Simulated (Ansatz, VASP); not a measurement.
# One calculation of Ga, two programs

```xyz
1
Lattice="0.0000 2.0990 2.0990 2.0990 0.0000 2.0990 2.0990 2.0990 0.0000" Properties=species:S:1:pos:R:3 pbc="T T T"
Ga    0.0000    0.0000    0.0000
```

Alike in both runs: task single point; functional PBEsol; k mesh 15 × 15 × 15; occupations fermi-dirac, width 0.1 eV; no spin polarisation.

|  | VASP | Ansatz |
| --- | --- | --- |
| version | VASP 6.6.1 | Ansatz 0.2.0 |
| potentials or method | VASP PAW PBE potentials, release 64 (Ga_d) | plane waves (420 eV) with PAW, scalar-relativistic |
| plane-wave cutoff (eV) | 520 | 420 |
| valence electrons in the cell | 13 | 13 |

```tsv
	VASP	Ansatz	Ansatz less VASP
pressure (GPa)	-2.4	-2.5	-0.04
```

Ansatz warned: «pseudo_functional_mismatch».

Caveats: the PAW data sets were made with another functional, which shifts forces and pressure a little (VASP).
